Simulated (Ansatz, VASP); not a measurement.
**BN in two plane-wave programs**

Wanted: the spread between two codes on one cell, functional and k mesh. The cell is taken from a series of runs on this material, whose earlier steps may have relaxed, scaled, displaced or heated it; both programs get it as it stands.

Main program and level: Ansatz 0.2.0; plane waves, with VASP 6.6.1 beside it; zone-centre phonons at LDA.

### Step 1. Set-up

The structure is tetragonal, space group I-4m2 (No. 119). Conventional cell: a = 2.547 Å, b = 2.547 Å, c = 3.472 Å, α = 90.00°, β = 90.00°, γ = 90.00°. Nearest to B lie 4 N at 1.54 Å. Nearest to N lie 4 B at 1.54 Å. Farther neighbours and most contacts between anions are not listed.

Coordinates:

```
B N
1.0
     0.00000    1.80105    1.73623
     1.80105    0.00000    1.73623
     1.80105    1.80105    0.00000
B N
1 1
Direct
  0.00000 0.00000 0.00000
  0.25000 0.25000 0.25000
```

### Step 2. Ansatz: zone-centre phonons, LDA, pair 1

Ansatz runs on its PAW soft_1 files.

Second derivatives magnify differences that forces hide, and they need a tight electronic threshold.

Input file input.yaml:

```yaml
crystal:
  lattice:
    - [0.0, 1.8010480375, 1.7362275556]
    - [1.8010480375, 0.0, 1.7362275556]
    - [1.8010480375, 1.8010480375, 0.0]
  atoms:
    - { symbol: B, position: [0.0, 0.0, 0.0] }
    - { symbol: "N", position: [0.25, 0.25, 0.25] }
kpoints:
  mp_grid: { grid: [12, 12, 12] }
hamiltonian:
  xc: lda
  pseudopotentials: { kind: paw, azcp: { folder: soft_1 }, xc_functional: pbe }
scf:
  occupations: { method: fixed }
output:
  eigenvalues: true
phonons:
  method: dfpt
  dielectric: true
  rigid_motions: translations
```

On the command line:

```
ansatz run input.yaml --threads 4 --pin off --max-ram 10240MiB --backend cpu --events-out ev --progress --plain --runs-dir out
```

Numbers of over 12 decimals in the logs are rounded to 6 here.

Log:

```text
Engine: ansatz 0.2.0, aarch64-unknown-linux-gnu
Pseudopotentials: kind: paw
Pseudopotential: B, paw, valence charge 3, recommended cutoff 420 eV (normal), soft_1/B.paw.azcp
Pseudopotential: N, paw, valence charge 5, recommended cutoff 420 eV (normal), soft_1/N.paw.azcp
Functional definition: SPW92
  exchange = slater_x
  correlation = pw_c
Crystal: 2 atoms, lattice volume = 11.264 Å³
Basis set: ecut = 420 eV, 217 PW (Γ), exchange–correlation on 36×36×36 points (8 copies of the dense FFT grid, shifted against one another)
Bands: 8, of which v1, the nominal top of the filled ones, is band 4 counted from 1 (3 counted from 0)
Symmetry: 8 space group operations
k-points: 868 of 1728 (irreducible under 1 space group operation, time reversal used)
Non-local potential: B, projectors of the file, l = 0: 2, l = 1: 2, l = 2: 1
Non-local potential: N, projectors of the file, l = 0: 2, l = 1: 2, l = 2: 1
PAW form: soft (Blöchl's): semilocal exchange-correlation on the pseudo side does not see the compensation charge
PAW frozen core: B, regenerated for the run's functional, and the local potential with it (the file was generated under x = pbe(κ = 0.804, μ = 0.219515), c = pbe(β = 0.066725))
PAW frozen core: N, regenerated for the run's functional, and the local potential with it (the file was generated under x = pbe(κ = 0.804, μ = 0.219515), c = pbe(β = 0.066725))
PAW one-centre angular grid: B, 110 points (default); XC on 64 Gauss nodes
PAW one-centre angular grid: N, 110 points (default); XC on 64 Gauss nodes
Initial density: superposition of atomic densities (chi_scale 0.1, normalization cell, long waves kept (reshape's long-wave potential 0.00 eV rms))
Initial wavefunctions: pseudopotential atomic-orbital guess
Functional: x = slater, c = lda
SCF iter   1: F=—  HF=-527.256422 eV  |F-HF|=—  |Δ(HF+E_count)|=         —  Δρ=1.54e-1  dr2=2.11e0  ethr=3.10e-3  ⟨swp⟩=3.9  Hψ=39165  notcnv=0  defer=1527
preconditioner: auto → none  [insulator: Δε(μ)=5.283 eV  Ē_g=20.917 eV  n_scr=0 (ndim 8)  ℏωp=31.3 eV  f_vac=0.000  ε∞_Penn≈3.2]
SCF iter   2: F=—  HF=-526.531909 eV  |F-HF|=—  |Δ(HF+E_count)|=   7.25e-1  Δρ=6.54e-2  dr2=2.67e-1  ethr=3.10e-3  ⟨swp⟩=2.0  Hψ=20371  notcnv=0  defer=239
SCF iter   3: F=—  HF=-526.456559 eV  |F-HF|=—  |Δ(HF+E_count)|=   7.54e-2  Δρ=2.19e-2  dr2=3.30e-2  ethr=3.10e-3  ⟨swp⟩=3.0  Hψ=12043  notcnv=0  defer=1639
SCF iter   4: F=—  HF=-526.446871 eV  |F-HF|=—  |Δ(HF+E_count)|=   9.69e-3  Δρ=2.94e-3  dr2=3.26e-4  ethr=4.13e-4  ⟨swp⟩=3.0  Hψ=12185  notcnv=0  defer=1729
SCF iter   5: F=—  HF=-526.446853 eV  |F-HF|=—  |Δ(HF+E_count)|=   1.75e-5  Δρ=1.67e-4  dr2=1.36e-6  ethr=4.07e-6  ⟨swp⟩=3.0  Hψ=11071  notcnv=0  defer=1733
SCF iter   6: F=—  HF=-526.446853 eV  |F-HF|=—  |Δ(HF+E_count)|=   1.01e-7  Δρ=1.46e-5  dr2=5.21e-9  ethr=1.70e-8  ⟨swp⟩=2.5  Hψ=10347  notcnv=0  defer=92
SCF iter   7: F=-526.446853 eV  HF=-526.446853 eV  |F-HF|=8.64e-12  |Δ(HF+E_count)|=  1.47e-10  Δρ=6.79e-7  dr2=2.52e-11  ethr=1.25e-12  ⟨swp⟩=7.4  Hψ=38155  notcnv=0
SCF 1 converged in 7 iterations: F = -526.446853 eV  dr2 = 2.52e-11
  greatest PAW one-centre occupation: 0.786 electrons in one spin orbital (limit 2), on the N atom at site 1 (counted from 0), in its partial waves of l = 0
NSCF: frozen V_eff on 3 k-points
DFPT response loops at Γ: preconditioner auto → none (the input reference at scf.mixing.eps_inf says where Resta's filter doesn't serve); β = 0.50; Broyden in place of MSR1
SCF converged after 7 iterations
Free energy (F): -526.446853 eV
Harris-Foulkes:  -526.446853 eV  (|F-HF|=8.64e-12)
Internal energy: -526.446853 eV  (E = F + TS)
E sigma→0 (E₀):  -526.446853 eV
Fermi energy:    11.926907 eV
--- Per-component energies (eV) ---
  E_band       = 29.024993
  E_kinetic    = 186.043002
  E_local      = -155.067505  (includes V_loc(G=0)·N_el)
  E_nonlocal   = 44.253921
  E_hartree    = 47.271612
  E_xc         = -93.063272
  E_vxc        = -115.553531  (∫ρ·V_xc dr)
  E_paw        = -191.855000  (= ΣΔE_a)
  E_vpaw       = -25.194984  (= ΣTr[D̂ρ^β])
  E_aug_tail   = 0.000914  (compensation charges beyond the density's cutoff)
  E_ewald      = -364.156405
  E_core_change = 0.125878  (= ΣΔE_core)
  E_smearing   = -0.000000  (= −TS)
  E_closure    = 0.000000  (closes the sum)
  Σ components = -526.446853   (vs F -526.446853, Δ=0.00e0)
--- Band table (eV; the first three rows and the last of 868) ---
  k-point 0: bands = ["-8.9320", "11.5724", "11.5724", "11.9269", "20.4428", "20.7046", "20.7046", "22.8726"]
  k-point 1: bands = ["-8.7556", "10.7328", "11.3656", "11.6564", "20.6632", "20.9846", "21.0587", "23.3801"]
  k-point 2: bands = ["-8.2321", "8.5965", "10.8647", "11.2083", "21.1222", "21.6103", "21.7542", "24.5929"]
  k-point 867: bands = ["-4.4146", "0.5469", "9.3657", "9.9351", "21.9532", "22.3068", "23.3065", "27.1944"]
--- Phonons (Γ-DFPT): 4 representative perturbations + reference, on 868 of 1728 k-points (Σ response iterations 12) ---
  k mesh reduced under 1 symmetry operation, with k and −k counted as one. Each operation leaves every solved perturbation unchanged. A smaller set is not considered because the run solves the response to a homogeneous field
  ASR residual: 1.113e-4 → 0.000e0 eV/Å²; symmetrization residual: 2.434e-7 eV/Å²
  ASR residual per site (eV/Å²): 1.11e-4 2.89e-5
  Γ frequencies (cm⁻¹): 0.00 0.00 0.00 1082.22 1082.22 1100.50
  ε∞ (high-frequency dielectric tensor):
        4.611473     0.000000    -0.000000
       -0.000000     4.611473     0.000000
       -0.000000     0.000000     4.449924
  ε⁰ (static dielectric tensor: ions relaxed, cell fixed):
        6.831195    -0.000000    -0.000000
       -0.000000     6.831195     0.000000
       -0.000000     0.000000     6.382326
  ε⁰ − ε∞ (ionic part):
        2.219722    -0.000000    -0.000000
       -0.000000     2.219722     0.000000
       -0.000000     0.000000     1.932402
  softest optical mode at Γ: 1082.22 cm⁻¹; the repairs (sum rule, projections) moved no ω² at Γ by more than (1.68 cm⁻¹)²
  Born effective charges Z* (e; rows j = field, columns β = displacement):
    site 0:
         1.90549   -0.00000   -0.00000
        -0.00000    1.90549    0.00000
        -0.00000    0.00000    1.80793
    site 1:
        -1.90549    0.00000    0.00000
         0.00000   -1.90549   -0.00000
         0.00000   -0.00000   -1.80793
  Z* charge neutrality: 2.052e-6 e pre-enforcement
  k-mesh period / interband length: 30.0 Å / 1.29 Å = 23.32 at k = (0.0000, -0.5000, -0.5000), direct gap 9.620 eV — 14 or more, which is no proof of convergence
  optical modes at Γ without the LO–TO term, one row a degenerate level:
      ω (cm⁻¹)  modes    IR ((D/Å)²/amu)
       1082.22      2            27.4590
       1100.50      1            12.3597
  optical modes at Γ + LO–TO along q̂ = [1.0000, 0.0000, 0.0000]:
      ω (cm⁻¹)  modes    IR ((D/Å)²/amu)
       1082.22      1            13.7295
       1100.50      1            12.3597
       1317.17      1            13.7295
  optical modes at Γ + LO–TO along q̂ = [0.0000, 1.0000, 0.0000]:
      ω (cm⁻¹)  modes    IR ((D/Å)²/amu)
       1082.22      1            13.7295
       1100.50      1            12.3597
       1317.17      1            13.7295
  optical modes at Γ + LO–TO along q̂ = [0.0000, 0.0000, 1.0000]:
      ω (cm⁻¹)  modes    IR ((D/Å)²/amu)
       1082.22      2            27.4590
       1317.96      1            12.3597
```

Reading the cycles: dr2 is the Hartree energy of the density residual (eV), the measure of convergence; HF is the Harris–Foulkes estimate of the energy, which meets the free energy F at convergence.

(Part 1 of 3 ends here.)

[Lines on the potential files, build, host, timing and source positions are cut from VASP's logs without a mark.]

[Logs are printed without paths, hosts, clocks, repeated set-up lines and the standing remarks that a program may print on its own settings, such as how far it seeks lower states.]

[Hosts, paths, dates, database ids (printed as entryN), source tags and the programs' standing remarks are cut or masked in the printed files.]
